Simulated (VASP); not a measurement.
Wanted: the native input for a VASP 6.6.1 run.

| Item | Value |
| --- | --- |
| Task | relaxation of the atoms |
| Functional | PBE |
| Potentials or basis | VASP PAW PBE potentials, release 64 (Si) |
| Cutoff | 520 eV |
| k mesh | 2 × 2 × 2 |
| Occupations | fermi-dirac, width 0.02 eV |
| Spin | no spin polarisation |
| Dipole correction | no |
| Further INCAR settings | LREAL = Auto; ALGO = Fast; EDIFF = 1e-07; IBRION = 2; EDIFFG = -0.08; NSW = 45 |

The structure of Si (a cell with a defect) lies in POSCAR:

```
Si
1.0
    0.0000000000      5.4300000000      5.4300000000
    5.4300000000      0.0000000000      5.4300000000
    5.4300000000      5.4300000000      0.0000000000
Si
17
Direct
    0.0000000000      0.0000000000      0.0000000000
    0.1250000000      0.1250000000      0.1250000000
    0.0000000000      0.0000000000      0.5000000000
    0.1250000000      0.1250000000      0.6250000000
    0.0000000000      0.5000000000      0.0000000000
    0.1250000000      0.6250000000      0.1250000000
    0.0000000000      0.5000000000      0.5000000000
    0.1250000000      0.6250000000      0.6250000000
    0.5000000000      0.0000000000      0.0000000000
    0.6250000000      0.1250000000      0.1250000000
    0.5000000000      0.0000000000      0.5000000000
    0.6250000000      0.1250000000      0.6250000000
    0.5000000000      0.5000000000      0.0000000000
    0.6250000000      0.6250000000      0.1250000000
    0.5000000000      0.5000000000      0.5000000000
    0.6250000000      0.6250000000      0.6250000000
    0.8091896000      0.3088651000      0.8092854000
```

The cell was built by a generator and needn't be a form met in nature.

One way to write it, as run:

INCAR

```
  ALGO = Fast
  EDIFF = 1E-7
  EDIFFG = -0.08
  ENCUT = 520
  GGA = PE
  IBRION = 2
  ISIF = 2
  ISMEAR = -1
  LASPH = True
  LCHARG = False
  LREAL = Auto
  LWAVE = False
  NELM = 60
  NSW = 45
  PREC = Accurate
  SIGMA = 0.02
```

KPOINTS

```
k-points
0
Gamma
  2 2 2
```

Potentials or basis: VASP PAW PBE potentials, release 64 (Si).

Command:

```bash
$ cat potpaw_PBE.64/Si/POTCAR > POTCAR
$ mpirun -np 1 vasp_std > vasp.out
```

It gave:

The energy gained by relaxing is 55.7 meV/atom and the ionic steps are 16. The pressure after relaxing is 4.8 GPa. The largest force after relaxing is 0.078 eV/Å and the band gap on the k mesh is 0.04 eV, indirect (least direct gap 0.49 eV).

Caveat: the k mesh is coarse (spacing up to 0.50 Å⁻¹), so the values aren't converged.

Wall time 33 min on 1 thread of AMD EPYC 7R13 Processor (Zen 3), with other jobs on the host, peak memory 0.5 GiB.
